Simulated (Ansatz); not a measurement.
# Si: energy over two strains

How does the energy of Si (I4/mmm, No. 139; 4 atoms in the cell) change over two coordinates at once? A grid of runs gives the map.

Method: DFT PBE, scalar-relativistic, plane waves, PAW, in Ansatz 0.2.0.

8 further runs of the same task are left out: 8 set aside as unsound or not needed.

### 1 The starting structure

Symmetry: I4/mmm, No. 139, tetragonal system. Conventional cell: a = 6.691 Å, b = 6.691 Å, c = 3.861 Å, α = 90.00°, β = 90.00°, γ = 90.00°. Si (site symmetry m2m) is surrounded by 4 Si at 2.36 to 2.39 Å.

Coordinates:

```cif
data_structure
_symmetry_space_group_name_H-M 'I4/mmm'
_symmetry_Int_Tables_number 139
_cell_length_a 6.6912
_cell_length_b 6.6912
_cell_length_c 3.8608
_cell_angle_alpha 90.000
_cell_angle_beta 90.000
_cell_angle_gamma 90.000
_cell_volume 172.86
loop_
_atom_site_label
_atom_site_type_symbol
_atom_site_symmetry_multiplicity
_atom_site_Wyckoff_symbol
_atom_site_fract_x
_atom_site_fract_y
_atom_site_fract_z
_atom_site_occupancy
Si1 Si 8 h 0.67861 0.67861 0.50000 1
```

It goes back to an entry of the Materials Project, which need not be the stable form.

This cell was relaxed beforehand with the same method: volume 21.61 Å³/atom, gap on the mesh 0.41 eV.

### 2 Reference cell

File input.yaml:

```yaml
crystal:
  lattice:
    - [-3.3455832169, 3.3455832169, 1.9304179815]
    - [3.3455832169, -3.3455832169, 1.9304179815]
    - [3.3455832169, 3.3455832169, -1.9304179815]
  atoms:
    - { symbol: Si, position: [0.1786105079, 0.1786105079, 0.3572210157] }
    - { symbol: Si, position: [0.8213894921, 0.8213894921, 0.6427789843] }
    - { symbol: Si, position: [0.1786105079, 0.8213894921, 0.0] }
    - { symbol: Si, position: [0.8213894921, 0.1786105079, 0.0] }
basis:
  ecutwfc: 420
kpoints:
  mp_grid: { grid: [10, 10, 10] }
hamiltonian:
  xc: pbe
  pseudopotentials: { kind: paw, azcp: { folder: soft_1 } }
scf:
  occupations: { method: gaussian, width: 0.05 }
output:
  forces: true
  stress: true
  eigenvalues: true
```

Run with:

```sh
$ ansatz run input.yaml --threads 1 --pin off --max-ram 2048MiB --backend cpu --events-out ev --progress --plain --runs-dir out
```

The log of the run, shortened:

```text
Warning: RAYON_NUM_THREADS=1 ignored (pool sized by the plan → 1); use --threads N
[...]
Pseudopotentials: kind: paw
Pseudopotential: Si, paw, valence charge 4, recommended cutoff 420 eV (normal), <dir>
Functional definition: PBE
[...]
Crystal: 4 atoms, lattice volume = 86.428 Å³
Basis set: ecut = 420 eV, 1695 PW (Γ), exchange–correlation on 72×72×72 points (8 copies of the dense FFT grid, shifted against one another)
Bands: 12, of which v1, the nominal top of the filled ones, is band 8 counted from 1 (7 counted from 0)
Symmetry: 16 space group operations
Space group: I4/mmm (ITA 139), of the structure as read, at distance tolerance 4.4e-5 Å
k-points: 102 of 1000
[...]
SCF iter   1: F=—  HF=-2543.249892 eV  |F-HF|=—  |Δ(HF+E_count)|=         —  Δρ=4.40e-2  dr2=1.68e0  ethr=3.10e-3  ⟨swp⟩=7.1  Hψ=9765  notcnv=0
[...]
SCF iter   7: F=-2542.844114 eV  HF=-2542.844114 eV  |F-HF|=1.94e-9  |Δ(HF+E_count)|=   1.29e-7  Δρ=1.29e-6  dr2=1.40e-9  ethr=4.21e-10  ⟨swp⟩=2.7  Hψ=4644  notcnv=0
[...]
SCF converged after 7 iterations
Free energy (F): -2542.844114 eV
[...]
E sigma→0 (E₀):  -2542.844114 eV
Fermi energy:    5.840047 eV
[...]
--- Forces (eV/Å), atoms counted from 1 ---
  atom   1  Si     0.00011470     0.00011470     0.00000000
  atom   2  Si    -0.00011470    -0.00011470     0.00000000
  atom   3  Si    -0.00011470     0.00011470     0.00000000
  atom   4  Si     0.00011470    -0.00011470     0.00000000
[...]
--- Stress (GPa, compression-positive) ---
       -0.006128       0.000000       0.000000
        0.000000      -0.006128       0.000000
        0.000000       0.000000       0.001549
  P = ⅓ Tr σ = -0.0036 GPa (-0.036 kbar)
--- Band table (eV; the first three rows and the last of 102) ---
  k-point 0: bands = ["-6.2851", "-2.1371", "0.1155", "0.1155", "1.9499", "4.1984", "4.1984", "5.0997", "7.0969", "7.2102", "7.2102", "7.9771"]
[...]
```

It took 5.9 s on 1 thread of AMD EPYC 7R43 (Zen 3), shared host; peak memory 0.44 GiB.

### 3 The grid

The energy is mapped over two homogeneous strains (x along [1 0 0], y along [0 1 0], z along [0 0 1] of the conventional cell).

First coordinate, engineering shear strain xy: 9 values from −14.0 %. Second coordinate, equal normal strain along x and y: 9 values from −15.00 %.

Nothing else is relaxed (fractional coordinates fixed). Energies count from the relaxed crystal. Points are written as (first, second).

Of the runs on the grid, 8 are shown in the steps below; the others differ only in the two coordinates.

### 4 Grid point (−7.0 %, −15.00 %)

File input.yaml:

```yaml
crystal:
  lattice:
    - [-2.960841147, 2.960841147, 1.9304179815]
    - [2.960841147, -2.960841147, 1.9304179815]
    - [2.7266503218, 2.7266503218, -1.9304179815]
  atoms:
    - { symbol: Si, position: [0.1786105079, 0.1786105079, 0.3572210158] }
    - { symbol: Si, position: [0.8213894921, 0.8213894921, 0.6427789842] }
    - { symbol: Si, position: [0.1786105079, 0.8213894921, 0.0] }
    - { symbol: Si, position: [0.8213894921, 0.1786105079, 0.0] }
basis:
  ecutwfc: 420
kpoints:
  mp_grid: { grid: [10, 10, 10] }
hamiltonian:
  xc: pbe
  pseudopotentials: { kind: paw, azcp: { folder: soft_1 } }
scf:
  occupations: { method: gaussian, width: 0.05 }
output:
  forces: true
  stress: true
  eigenvalues: true
```

Run with:

```sh
$ ansatz run input.yaml --threads 1 --pin off --max-ram 2048MiB --backend cpu --events-out ev --progress --plain --runs-dir out
```

The log of the run, shortened:

```text
Warning: RAYON_NUM_THREADS=1 ignored (pool sized by the plan → 1); use --threads N
[...]
[... 3 set-up lines as earlier in the session ...]
[...]
Crystal: 4 atoms, lattice volume = 62.338 Å³
Basis set: ecut = 420 eV, 1227 PW (Γ), exchange–correlation on 64×64×60 points (8 copies of the dense FFT grid, shifted against one another)
Bands: 12, of which v1, the nominal top of the filled ones, is band 8 counted from 1 (7 counted from 0)
Symmetry: 8 space group operations
Space group: Fmmm (ITA 69), of the structure as read, at distance tolerance 4.0e-5 Å
k-points: 171 of 1000
[...]
SCF iter   1: F=—  HF=-2540.104093 eV  |F-HF|=—  |Δ(HF+E_count)|=         —  Δρ=6.83e-2  dr2=3.45e0  ethr=3.10e-3  ⟨swp⟩=7.8  Hψ=17571  notcnv=0
[...]
SCF iter   7: F=-2538.924240 eV  HF=-2538.924240 eV  |F-HF|=2.69e-8  |Δ(HF+E_count)|=   8.52e-7  Δρ=7.04e-6  dr2=3.54e-8  ethr=6.25e-10  ⟨swp⟩=7.4  Hψ=12578  notcnv=0
[...]
SCF converged after 7 iterations
Free energy (F): -2538.924240 eV
[...]
E sigma→0 (E₀):  -2538.923834 eV
Entropy (-TS):   -0.000812 eV (-0.203 meV/atom)
Fermi energy:    8.910231 eV
[...]
--- Forces (eV/Å), atoms counted from 1 ---
  atom   1  Si     3.70298360     3.70298360     0.00000000
  atom   2  Si    -3.70298360    -3.70298360    -0.00000000
  atom   3  Si    -4.80828688     4.80828688     0.00000000
  atom   4  Si     4.80828688    -4.80828688     0.00000000
[...]
--- Stress (GPa, compression-positive) ---
       68.810993      -5.679648       0.000000
       -5.679648      68.810993       0.000000
        0.000000       0.000000      19.966574
  P = ⅓ Tr σ = 52.5295 GPa (525.295 kbar)
--- Band table (eV; the first three rows and the last of 171) ---
  k-point 0: bands = ["-5.2154", "2.1871", "2.4757", "3.6736", "4.0660", "6.6036", "7.0220", "8.1762", "8.7630", "10.5686", "10.7989", "12.0163"]
[...]
```

Run time: 7.7 s. Hardware: 1 thread of AMD EPYC 7R43 (Zen 3), shared host; peak memory 0.44 GiB.

Energy on the map's scale: 980 meV/atom.

### 5 The run at (−7.0 %, 0.00 %)

input.yaml: that of step 4 with these lines changed.

```diff
@@ -2,5 +2,5 @@
   lattice:
-    - [-2.960841147, 2.960841147, 1.9304179815]
-    - [2.960841147, -2.960841147, 1.9304179815]
-    - [2.7266503218, 2.7266503218, -1.9304179815]
+    - [-3.4626786295, 3.4626786295, 1.9304179815]
+    - [3.4626786295, -3.4626786295, 1.9304179815]
+    - [3.2284878043, 3.2284878043, -1.9304179815]
   atoms:
@@ -23 +23,5 @@
   eigenvalues: true
+  write_density: true
+  write_potential: true
+  elf: true
+  volumetric_format: npy
```

Run with:

```sh
$ ansatz run input.yaml --threads 1 --pin off --max-ram 2048MiB --backend cpu --events-out ev --progress --plain --runs-dir out
```

The log of the run, shortened:

```text
[...]
SCF converged after 8 iterations
Free energy (F): -2542.794886 eV
[...]
E sigma→0 (E₀):  -2542.794809 eV
Entropy (-TS):   -0.000154 eV (-0.038 meV/atom)
Fermi energy:    6.019857 eV
[...]
--- Forces (eV/Å), atoms counted from 1 ---
  atom   1  Si    -0.17592637    -0.17592637     0.00000000
  atom   2  Si     0.17592637     0.17592637     0.00000000
  atom   3  Si    -0.17288830     0.17288830     0.00000000
  atom   4  Si     0.17288830    -0.17288830     0.00000000
[...]
--- Stress (GPa, compression-positive) ---
       -0.183100       2.595760      -0.000000
        2.595760      -0.183100       0.000000
       -0.000000       0.000000       0.174672
  P = ⅓ Tr σ = -0.0638 GPa (-0.638 kbar)
--- Band table (eV; the first three rows and the last of 171) ---
  k-point 0: bands = ["-6.2893", "-2.1368", "-0.2111", "0.4881", "1.9696", "4.0477", "4.3698", "5.1365", "7.1014", "7.2389", "7.2459", "7.8344"]
[...]
```

It took 13 s on 1 thread of AMD EPYC 7R43 (Zen 3), shared host; peak memory 0.49 GiB.

Axes a, b and c in the maps are those of this run's conventional cell (a, b, c = 3.861, 9.132, 9.794 Å).

Density in a lattice plane of the grid's cell (edges 9.13 and 9.79 Å, at 0.000 of the third edge), which holds Si.

Ten even steps from ' ' (0.02 e/Å³) to '@' (0.54 e/Å³):
```
==**%%##==++==::..          ..::==++==##%%**
##@@@@%%++--::..              ..::--++%%@@@@
--**%%++::..        ......        ..::++%%**
::==++::..        ..--==--..        ..::++==
**++--..        ..--++**++--..        ..--++
==--..        ..::++==::==++::..        ..--
....        ..::++%%**--**%%++::..        ..
        ..::--++%%@@@@##@@@@%%++--::..      
      ..::==++==##%%**==**%%##==++==::..    
      ..--**==::==**==--==**==::==**--..    
      ..::==++==##%%**==**%%##==++==::..    
        ..::--++%%@@@@##@@@@%%++--::..      
....        ..::++%%**--**%%++::..        ..
==--..        ..::++==::==++::..        ..--
**++--..        ..--++**++--..        ..--++
::==++::..        ..--==--..        ..::++==
--**%%++::..        ......        ..::++%%**
##@@@@%%++--::..              ..::--++%%@@@@
==**%%##==++==::..          ..::==++==##%%**
--==**==::==**--..          ..--**==::==**==
```
Columns run along the first of these edges and rows up along the second, over one cell in 22 and 20 even steps from the bottom left corner. Atoms in the plane (fractional): Si at (0.32, 0.50), Si at (0.82, 0.00), Si at (0.18, 0.00), Si at (0.68, 0.50), Si at (1.00, 0.82), Si at (0.50, 0.32), Si at (1.00, 0.18), Si at (0.50, 0.68).

ELF in the same plane.

Ten even steps from '0' (0.01) to '9' (0.95):
```
5797435410000014534797
6899753100000001357998
4599630000121000036995
4356300013565310003653
5553000035555530000355
6531000365343563000135
2100003699545996300001
0000135799868997531000
0001453479757974354100
0002563536424635365200
0001453479757974354100
0000135799868997531000
2100003699545996300001
6531000365343563000135
5553000035555530000355
4356300013565310003653
4599630000121000036995
6899753100000001357998
5797435410000014534797
2463536520000025635364
```
Columns run along the first of these edges and rows up along the second, over one cell in 22 and 20 even steps from the bottom left corner. Atoms in the plane (fractional): Si at (0.32, 0.50), Si at (0.82, 0.00), Si at (0.18, 0.00), Si at (0.68, 0.50), Si at (1.00, 0.82), Si at (0.50, 0.32), Si at (1.00, 0.18), Si at (0.50, 0.68).

Both are smooth fields of the valence electrons: close to the nuclei they are not physical.

Outside the cores ELF peaks at 0.95 on the Si–Si line, 1.1 Å from Si.

On the map this point reads 12 meV/atom.

### 6 The run at (−10.5 %, 7.50 %)

input.yaml: that of step 5 with these lines changed.

```diff
@@ -2,5 +2,5 @@
   lattice:
-    - [-3.4626786295, 3.4626786295, 1.9304179815]
-    - [3.4626786295, -3.4626786295, 1.9304179815]
-    - [3.2284878043, 3.2284878043, -1.9304179815]
+    - [-3.7721450771, 3.7721450771, 1.9304179815]
+    - [3.7721450771, -3.7721450771, 1.9304179815]
+    - [3.4208588393, 3.4208588393, -1.9304179815]
   atoms:
@@ -23,5 +23 @@
   eigenvalues: true
-  write_density: true
-  write_potential: true
-  elf: true
-  volumetric_format: npy
```

Run with:

```sh
$ ansatz run input.yaml --threads 1 --pin off --max-ram 2048MiB --backend cpu --events-out ev --progress --plain --runs-dir out
```

The log of the run, shortened:

```text
Warning: RAYON_NUM_THREADS=1 ignored (pool sized by the plan → 1); use --threads N
[...]
[... 3 set-up lines as earlier in the session ...]
[...]
Crystal: 4 atoms, lattice volume = 99.640 Å³
Basis set: ecut = 420 eV, 1959 PW (Γ), exchange–correlation on 80×80×72 points (8 copies of the dense FFT grid, shifted against one another)
Bands: 12, of which v1, the nominal top of the filled ones, is band 8 counted from 1 (7 counted from 0)
[... 1 set-up line as earlier in the session ...]
Space group: Fmmm (ITA 69), of the structure as read, at distance tolerance 4.6e-5 Å
k-points: 171 of 1000
[...]
SCF iter   1: F=—  HF=-2542.451782 eV  |F-HF|=—  |Δ(HF+E_count)|=         —  Δρ=3.64e-2  dr2=1.28e0  ethr=3.10e-3  ⟨swp⟩=7.2  Hψ=16155  notcnv=0
[...]
SCF iter   8: F=-2542.201717 eV  HF=-2542.201717 eV  |F-HF|=1.39e-7  |Δ(HF+E_count)|=   1.42e-6  Δρ=5.88e-6  dr2=5.71e-8  ethr=6.25e-10  ⟨swp⟩=7.3  Hψ=12217  notcnv=0
[...]
SCF converged after 8 iterations
Free energy (F): -2542.201717 eV
[...]
E sigma→0 (E₀):  -2542.201500 eV
Entropy (-TS):   -0.000435 eV (-0.109 meV/atom)
Fermi energy:    4.457534 eV
[...]
--- Forces (eV/Å), atoms counted from 1 ---
  atom   1  Si    -0.50378796    -0.50378796    -0.00000000
  atom   2  Si     0.50378796     0.50378796     0.00000000
  atom   3  Si     0.16292653    -0.16292653     0.00000000
  atom   4  Si    -0.16292653     0.16292653     0.00000000
[...]
--- Stress (GPa, compression-positive) ---
      -11.047047       4.054016       0.000000
        4.054016     -11.047047      -0.000000
        0.000000      -0.000000      -2.281922
  P = ⅓ Tr σ = -8.1253 GPa (-81.253 kbar)
--- Band table (eV; the first three rows and the last of 171) ---
  k-point 0: bands = ["-6.7319", "-3.6135", "-1.3033", "-0.4891", "1.1534", "3.0804", "3.5387", "4.0304", "5.2875", "5.3136", "6.4352", "6.7177"]
[...]
```

It took 12 s on 1 thread of AMD EPYC 7R43 (Zen 3), shared host; peak memory 0.53 GiB.

On the map this point reads 161 meV/atom.

(Part 1 of 2 ends here.)
